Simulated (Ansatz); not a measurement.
The system is AlCu.

```
CELL_PARAMETERS angstrom
2.99751 0.00000 0.00000
0.00000 2.99751 0.00000
0.00000 0.00000 2.99751
ATOMIC_POSITIONS crystal
Cu 0.50000 0.50000 0.50000
Al 0.00000 0.00000 0.00000
```

The cell comes from a database or a generator and needn't be the stable form of this composition.

Base run:

| Quantity | Value |
| --- | --- |
| Program | Ansatz 0.2.0 |
| Functional | PBEsol |
| Potentials or basis | all-electron LAPW, inner shells corrected to Dirac's equation |
| Cutoff | 233 eV |
| Density cutoff | 931 eV |
| Basis error allowed | 0.001 eV/atom |
| k mesh | 9 × 9 × 9 |
| Occupations | fermi-dirac, width 0.05 eV |
| Spin | no spin polarisation |

Its results: pressure -4.7 GPa.

**Question.** The run is repeated on the same cell with these changes: potentials or basis from all-electron LAPW, inner shells corrected to Dirac's equation to all-electron LAPW, non-relativistic. What comes out?

**Answer.** Pressure -2.7 GPa.

Not every run made on this cell is shown here.
